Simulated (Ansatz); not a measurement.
# ZnO: the gap under pressure

ZnO, P6_3mc, a = 3.279 Å, c = 5.293 Å. Ansatz: PBE, PAW, 420 eV, Γ-centred 12×12×6 mesh on 4 atoms, Gaussian smearing 0.02 eV; no spin polarisation. Cell and atoms are relaxed at each pressure, and no other structure is tried; the real crystal is known to change phase within this range, so the rows at high pressure are metastable. The gap is sought over the whole zone. The pressures are the targets, met within 0.04 GPa.

| P (GPa) | gap y (eV) |
| --- | --- |
| -3.0 | ? |
| 0.0 | 0.744 |
| 3.0 | 0.777 |
| 8.0 | 0.823 |
| 15.0 | 0.878 |
| 30.0 | 0.971 |
| 60.0 | 1.098 |

Task: Fit y = E0 + αP + βP² to the other rows and predict the missing gap.

Result: Least squares on the rows shown. y = 0.7485 + 0.009304 P − 5.821×10⁻⁵ P². So α = 9.3 meV/GPa, but the rows at 0 and 3 GPa alone give 11 meV/GPa, so the parabola doesn't give the slope at zero pressure. With a term in P³ added, the coefficient of P becomes 0.01072, 15 % more, which shows how far this figure hangs on the form. At P = -3.0 the fit asked for gives 0.720 eV. The run gave 0.707 eV, so the fit is 0.013 eV too high, 3.3 % of the span of the series, against an rms of 0.003 eV on the fitted rows. The row lies outside the fitted range. With a term in P³ added, a fit to the same known rows predicts 0.712 eV, so most of the miss is curvature that the known rows already hold.

Semilocal functionals give gaps under the measured ones; where shallow d states of Zn, Cd, Cu or Ag mix into an O valence top, changes of the gap are off too.